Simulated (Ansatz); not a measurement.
Here is an unrelaxed guess for Zn.

```yaml
crystal:
  lattice:
    - [3.10283, 0.00000, 0.00000]
    - [0.00000, 3.10283, 0.00000]
    - [0.00000, 0.00000, 3.20857]
  atoms:
    - { symbol: Zn, position: [0.50000, 0.00000, 0.87428] }
    - { symbol: Zn, position: [0.00000, 0.50000, 0.12572] }
```

Method: DFT PBE, scalar-relativistic, plane waves, PAW in Ansatz 0.2.0. Settings: cutoff 420 eV, Γ-centred mesh 6×6×6 on the computed 2-atom cell, Gaussian smearing of 0.10 eV; no spin polarisation.

Energies count from the standard state of Zn at the same level.

Problem. How far from equilibrium is it?

Solution. The pressure is 14.0 GPa (the mean over three directions, positive in compression), the largest force is 1.57 eV/Å, and the energy is +0.41 eV/atom against the standard state. The shortest distance is 2.34 Å.

Problem. Is it a good guess?

Solution. A rough one: relaxing gains about 0.39 eV/atom (the start's value is from the coarse mesh, so the gain is rough) in 19 ionic steps and ends at +0.02 eV/atom on the finer mesh. The symmetry goes from P4/nmm (No. 129) to I4/mmm (No. 139), and the primitive cell from 2 to 1 atom. The volume per atom stays near 15.5 Å³. The shortest distance goes from 2.34 Å (Zn–Zn) to 2.61 Å (Zn–Zn). Conventional cell: a = 3.444 Å, c = 2.613 Å. Zn has 10 Zn at 2.61–2.76 Å and 4 Zn at 3.44 Å.

The last run used a 26×26×26 mesh for its 1-atom cell and Gaussian smearing of 0.10 eV. For metals, differences of a few meV/atom aren't resolved. The relaxation can't lower the symmetry of the start, and the grade says only how near the guess is to its own end. Symmetry constrained the relaxation, so the result can be a saddle point.
